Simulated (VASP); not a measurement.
# Cu (Fm-3m) in VASP: a series of runs

The runs below take Cu through relaxation of cell and atoms, electrostatic potential, with LDA.

Everything below comes from runs of VASP 6.6.1. Logs are shortened: lines on timing, memory, paths and dates and some standing lists are left out, and cuts for length are marked.

## 1. The structure

The structure is cubic, space group Fm-3m (No. 225). The conventional cell has a = 3.570 Å, b = 3.570 Å, c = 3.570 Å, α = 90.00°, β = 90.00°, γ = 90.00°. Cu (site symmetry m-3m) has 12 Cu at 2.52 Å as nearest neighbours.

The cell was built by a generator and needn't be a form met in nature.

## 2. Relaxation of cell and atoms, LDA

INCAR reads:

```
PREC = Accurate
ENCUT = 600
EDIFF = 1E-6
ISMEAR = 1
SIGMA = 0.1
LREAL = False
LASPH = True
NELM = 120
ALGO = Fast
ISIF = 3
LWAVE = False
LCHARG = False
GGA = CA
IBRION = 2
NSW = 40
EDIFFG = -0.005
```

KPOINTS reads:

```
Automatic mesh
0
Gamma
  20 20 20
```

POSCAR reads:

```
Cu
1.0
    0.0000000000      1.7850000000      1.7850000000
    1.7850000000      0.0000000000      1.7850000000
    1.7850000000      1.7850000000      0.0000000000
Cu
1
Direct
    0.0000000000      0.0000000000      0.0000000000
```

Potentials or basis: VASP PAW LDA potentials, release 64 (Cu).

Started as:

```sh
$ cat potpaw_LDA.64/Cu/POTCAR > POTCAR
$ mpirun -np 1 vasp_std > vasp.out
```

OUTCAR:

```text
PREC = Accurate
   ENCUT = 600
   EDIFF = 1E-6
   ISMEAR = 1
   LREAL = False
   LASPH = True
   NELM = 120
   ISIF = 3
   GGA = CA
   IBRION = 2
   NSW = 40
   EDIFFG = -0.005

 ion  position               nearest neighbor table
   1  0.000  0.000  0.000-

  LATTYP: Found a face centered cubic cell.
 ALAT       =     3.5700000000

  Lattice vectors:

 A1 = (   0.0000000000,   1.7850000000,   1.7850000000)
 A2 = (   1.7850000000,   0.0000000000,   1.7850000000)
 A3 = (   1.7850000000,   1.7850000000,   0.0000000000)

Analysis of symmetry for initial positions (statically):
=====================================================================
 Subroutine PRICEL returns:
 Original cell was already a primitive cell.

 Routine SETGRP: Setting up the symmetry group for a
 face centered cubic supercell.

 Subroutine GETGRP returns: Found 48 space group operations
 (whereof 48 operations were pure point group operations)
 out of a pool of 48 trial point group operations.

The static configuration has the point symmetry O_h .

Analysis of symmetry for dynamics (positions and initial velocities):
=====================================================================
 Subroutine PRICEL returns:
 Original cell was already a primitive cell.

 Routine SETGRP: Setting up the symmetry group for a
 face centered cubic supercell.

 Subroutine GETGRP returns: Found 48 space group operations
 (whereof 48 operations were pure point group operations)
 out of a pool of 48 trial point group operations.

The dynamic configuration has the point symmetry O_h .

 Subroutine INISYM returns: Found 48 space group operations
 (whereof 48 operations are pure point group operations),
 and found     1 'primitive' translations

----------------------------------------------------------------------------------------

                                     Primitive cell

  volume of cell :      11.3748

  direct lattice vectors                    reciprocal lattice vectors
     0.000000000  1.785000000  1.785000000    -0.280112045  0.280112045  0.280112045
     1.785000000  0.000000000  1.785000000     0.280112045 -0.280112045  0.280112045
     1.785000000  1.785000000  0.000000000     0.280112045  0.280112045 -0.280112045

  length of vectors
     2.524371209  2.524371209  2.524371209     0.485168293  0.485168293  0.485168293

  position of ions in fractional coordinates (direct lattice)
     0.000000000  0.000000000  0.000000000

  ion indices of the primitive-cell ions
   primitive index   ion index
                 1           1

----------------------------------------------------------------------------------------

 KPOINTS: Automatic mesh

Automatic generation of k-mesh.
 Grid dimensions read from file:
 generate k-points for:   20   20   20

 Generating k-lattice:

  Cartesian coordinates                     Fractional coordinates (reciprocal lattice)
    -0.014005602  0.014005602  0.014005602     0.050000000  0.000000000  0.000000000
     0.014005602 -0.014005602  0.014005602     0.000000000  0.050000000  0.000000000
     0.014005602  0.014005602 -0.014005602     0.000000000  0.000000000  0.050000000

  Length of vectors
     0.024258415  0.024258415  0.024258415

  Shift w.r.t. Gamma in fractional coordinates (k-lattice)
     0.000000000  0.000000000  0.000000000

 Subroutine IBZKPT returns following result:
 ===========================================

 Found    256 irreducible k-points:

 Following reciprocal coordinates:
            Coordinates               Weight
  0.000000  0.000000  0.000000      1.000000
  0.050000  0.000000  0.000000      8.000000
  0.100000  0.000000  0.000000      8.000000
  0.150000  0.000000  0.000000      8.000000
  0.200000  0.000000  0.000000      8.000000
  0.250000  0.000000  0.000000      8.000000
[... 16 lines left out ...]
 -0.400000  0.050000  0.000000     24.000000
 -0.350000  0.050000  0.000000     24.000000
 [... further k-points ...]
   k-points           NKPTS =    256   k-points in BZ     NKDIM =    256   number of bands    NBANDS=      9
   number of dos      NEDOS =    301   number of ions     NIONS =      1
   total plane-waves  NPLWV =   8000
   dimension x,y,z NGX =    20 NGY =   20 NGZ =   20
   dimension x,y,z NGXF=    40 NGYF=   40 NGZF=   40
   ions per type =               1
   NGX,Y,Z   is equivalent  to a cutoff of  13.17, 13.17, 13.17 a.u.
   NGXF,Y,Z  is equivalent  to a cutoff of  26.34, 26.34, 26.34 a.u.
 SYSTEM =  unknown system
   PREC   = accura    normal or accurate (medium, high low for compatibility)
   ISTART =      0    job   : 0-new  1-cont  2-samecut
   ICHARG =      2    charge: 1-file 2-atom 10-const
   ISPIN  =      1    spin polarized calculation?
   LNONCOLLINEAR =      F non collinear calculations
   LSORBIT =      F    spin-orbit coupling
   LASPH  =      T    aspherical Exc in radial PAW
   ENCUT  =  600.0 eV  44.10 Ry    6.64 a.u.   5.04  5.04  5.04*2*pi/ulx,y,z
   NELM   =    120;   NELMIN=  2; NELMDL= -5     # of ELM steps
   EDIFF  = 0.1E-05   stopping-criterion for ELM
   LREAL  =      F    real-space projection
   EDIFFG = -.5E-02   stopping-criterion for IOM
   NSW    =     40    number of steps for IOM
   IBRION =      2    ionic relax: 0-MD 1-quasi-New 2-CG
   NFREE  =      1    steps in history (QN), initial steepest desc. (CG)
   ISIF   =      3    stress and relaxation
   ISYM   =      2    0-nonsym 1-usesym 2-fastsym
   POTIM  = 0.5000    time-step for ionic-motion
   TEBEG  =    0.0;   TEEND  =   0.0 temperature during run
   PSTRESS=    0.0 pullay stress
   NELECT =      11.0000    total number of electrons
   NUPDOWN=      -1.0000    fix difference up-down
   EMIN   =  10.00;   EMAX   =-10.00  energy-range for DOS
   EFERMI =   0.00;   METHOD = LEGACY
   ISMEAR =     1;   SIGMA  =   0.10  broadening in eV -4-tet -1-fermi 0-gaus
   EFERMI_NEDOS =   21; number of points for ismear=-14 and -15
   IALGO  =     68    algorithm
   IMIX   =      4    mixing-type and parameters
     AMIX     =   0.40;   BMIX     =  1.00
     AMIX_MAG =   1.60;   BMIX_MAG =  1.00
  volume/ion in A,a.u.               =      11.37        76.76
  Fermi-wavevector in a.u.,A,eV,Ry     =   1.618915  3.059307 35.659337  2.620887
  Thomas-Fermi vector in A             =   2.713101
   LORBIT       =      0    0 simple, 1 ext, 2 COOP (PROOUT), +10 PAW based schemes
   GGA     = CA    functional components
   LHFCALC =     F    Hartree Fock is set to
   AEXX    =    0.0000 exact exchange contribution
   IVDW    =     0    specifies the selected vdW correction
   LEPSILON=     F    determine dielectric tensor
   LRPA    =     F    only Hartree local field effects (RPA)
 conjugate gradient relaxation of ions
 non-spin polarized calculation
 RMM-DIIS sequential band-by-band and
 Methfessel and Paxton  Order N= 1 SIGMA  =   0.10
  energy-cutoff  :      600.00
  volume of cell :       11.37
 maximum number of plane-waves:       392
   NGX =  9   NGY =  9   NGZ =  9

--------------------------------------- Ionic step        1  -------------------------------------------

 number of electron      11.0000013 magnetization

 Free energy of the ion-electron system (eV)
  ---------------------------------------------------
  ext. energy  EPLUGINS =         0.00000000
  ---------------------------------------------------
  free energy    TOTEN  =        -4.69952945 eV

  energy without entropy =       -4.69970952  energy(sigma->0) =       -4.69958947

------------------------ aborting loop because EDIFF is reached ----------------------------------------

  FORCE on cell =-STRESS in cart. coord.  units (eV):
  Direction    XX          YY          ZZ          XY          YZ          ZX
  --------------------------------------------------------------------------------------
  -------------------------------------------------------------------------------------
  Total       -0.4589279     -0.4589279     -0.4589279     -0.0000000     -0.0000000      0.0000000
  in kB      -64.6413426    -64.6413426    -64.6413426     -0.0000000     -0.0000000      0.0000000
  external PRESSURE =     -64.6413426 kB  Pullay stress =       0.0000000 kB
[... 160 lines left out ...]
  energy  without entropy=       -4.7086498549  energy(sigma->0) =       -4.70857961

--------------------------------------- Ionic step        6  -------------------------------------------

 number of electron      11.0000001 magnetization

 Free energy of the ion-electron system (eV)
  ---------------------------------------------------
  ext. energy  EPLUGINS =         0.00000000
  ---------------------------------------------------
  free energy    TOTEN  =        -4.70876555 eV

  energy without entropy =       -4.70885339  energy(sigma->0) =       -4.70879483

 E-fermi :   8.2991     XC(G=0): -13.5525

 val. band max:        8.2481240684   @ k =   0.4500   0.3000   0.0000
 cond. band min:       8.3132923809   @ k =   0.5000   0.2500   0.1000
 fundamental gap:      0.0651683125
 Fermi energy:         8.2991009204

 k-point     1 :       0.0000    0.0000    0.0000
  band No.  band energies     occupation
      1      -1.6116      2.00000
      2       5.0146      2.00000
      3       5.0146      2.00000
      4       5.0146      2.00000
      5       5.9571      2.00000
      6       5.9571      2.00000
      7      31.6102      0.00000
      8      34.6874      0.00000
      9      34.6874      0.00000
[... 265 lines left out ...]
 k-point    24 :      -0.3500    0.0500    0.0000
  band No.  band energies     occupation
      1       2.3274      2.00000
      2       5.0481      2.00000
      3       5.0936      2.00000
      4       5.2342      2.00000
      5       6.3080      2.00000
      6       6.6224      2.00000
      7      16.0603      0.00000
      8      28.9832      0.00000
      9      31.3741      0.00000

 [... further k-points ...]

------------------------ aborting loop because EDIFF is reached ----------------------------------------

  FORCE on cell =-STRESS in cart. coord.  units (eV):
  Direction    XX          YY          ZZ          XY          YZ          ZX
  --------------------------------------------------------------------------------------
  -------------------------------------------------------------------------------------
  Total        0.0008642      0.0008642      0.0008642      0.0000000      0.0000000      0.0000000
  in kB        0.1264979      0.1264979      0.1264979      0.0000000      0.0000000      0.0000000
  external PRESSURE =       0.1264979 kB  Pullay stress =       0.0000000 kB
[... 16 lines left out ...]
  FREE ENERGIE OF THE ION-ELECTRON SYSTEM (eV)
  ---------------------------------------------------
  free  energy   TOTEN  =        -4.7087655519 eV

  energy  without entropy=       -4.7088533898  energy(sigma->0) =       -4.70879483

 reached required accuracy - stopping structural energy minimisation
```

Wall time 86 s (1 thread of AMD EPYC 7R13 (Zen 3), shared host); peak memory 0.12 GiB.

Results:

| Property | Result |
| --- | --- |
| Free energy | -4.7088 eV |
| Relaxed volume | 10.95 Å³/atom |
| Relaxed cell | a = 2.492 Å, b = 2.492 Å, c = 2.492 Å, α = 60.00°, β = 60.00°, γ = 60.00° |
| Space group after relaxing (to 0.05 Å) | Fm-3m (No. 225) |
| Energy gained by relaxing | 9.2 meV/atom |
| Ionic steps | 6 |
| Pressure after relaxing | 0.0 GPa |
| Band gap on the k mesh | none (metal or under the smearing width) |

Step by step:
```tsv
step	energy change (eV)	largest force (eV/Å)	pressure (GPa)	volume (Å³)
1	0.0000	0.0000	-6.46	11.37
2	-0.0041	0.0000	5.83	10.64
3	-0.0092	0.0000	-0.29	10.94
4	-0.0092	0.0000	0.84	10.92
5	-0.0090	0.0000	-1.30	11.00
6	-0.0092	0.0000	0.01	10.95
```

Final structure:
```cif
data_structure
_symmetry_space_group_name_H-M 'P 1'
_symmetry_Int_Tables_number 1
_cell_length_a 2.4922
_cell_length_b 2.4922
_cell_length_c 2.4922
_cell_angle_alpha 60.000
_cell_angle_beta 60.000
_cell_angle_gamma 60.000
_cell_volume 10.95
loop_
_atom_site_label
_atom_site_type_symbol
_atom_site_fract_x
_atom_site_fract_y
_atom_site_fract_z
_atom_site_occupancy
Cu1 Cu 0.00000 0.00000 0.00000 1
```

Levels at points of the mesh, in eV from the Fermi level:
```
           k point  band 2  band 3  band 4  band 5  band 6  band 7  band 8  band 9
(0.00, 0.00, 0.00)   -3.28   -3.28   -3.28   -2.34   -2.34   23.31   26.39   26.39
(0.50, 0.00, 0.00)   -3.32   -3.32   -1.70   -1.70   -1.17    4.15   21.79   23.15
(0.50, 0.50, 0.00)   -4.85   -1.72   -1.55   -1.55    1.46    7.69   13.63   13.63
```

## 3. Electrostatic potential, LDA

This run uses another cell than the first one, of 10.95 Å³/atom, 0.962 times its volume.

INCAR reads:

```
PREC = Accurate ; ENCUT = 520
EDIFF = 1E-6 ; ISMEAR = 1
SIGMA = 0.1 ; LREAL = F
LASPH = T ; NELM = 100
ALGO = Fast ; ISIF = 2
LWAVE = F ; LCHARG = T
GGA = CA ; LVHAR = T
```

KPOINTS is that of step 2.

POSCAR reads:

```
Cu                                      
1.0
   -0.0000000000      1.7622856165      1.7622856165
    1.7622856165     -0.0000000000      1.7622856165
    1.7622856165      1.7622856165     -0.0000000000
  Cu            
     1
Direct
     0.0000000000000000    1.0000000000000000    0.0000000000000000
```

Potentials or basis: VASP PAW LDA potentials, release 64 (Cu).

Started as:

```sh
$ cat potpaw_LDA.64/Cu/POTCAR > POTCAR
$ mpirun -np 1 vasp_std > vasp.out
```

Run time: 24 s. Hardware: 1 thread of AMD EPYC 7R13 (Zen 3), shared host; peak memory 0.1 GiB.

It converged, with:

* Free energy: -4.7086 eV
* Pressure: 0.6 GPa
* Band gap on the k mesh: none (metal or under the smearing width)

Levels at points of the mesh, in eV from the Fermi level:
```csv
k point,band 2,band 3,band 4,band 5,band 6,band 7,band 8,band 9
"(0.00, 0.00, 0.00)",-3.28,-3.28,-3.28,-2.34,-2.34,23.31,26.39,26.39
"(0.50, 0.00, 0.00)",-3.32,-3.32,-1.70,-1.70,-1.17,4.16,21.79,23.15
"(0.50, 0.50, 0.00)",-4.85,-1.72,-1.55,-1.55,1.46,7.69,13.63,13.63
```
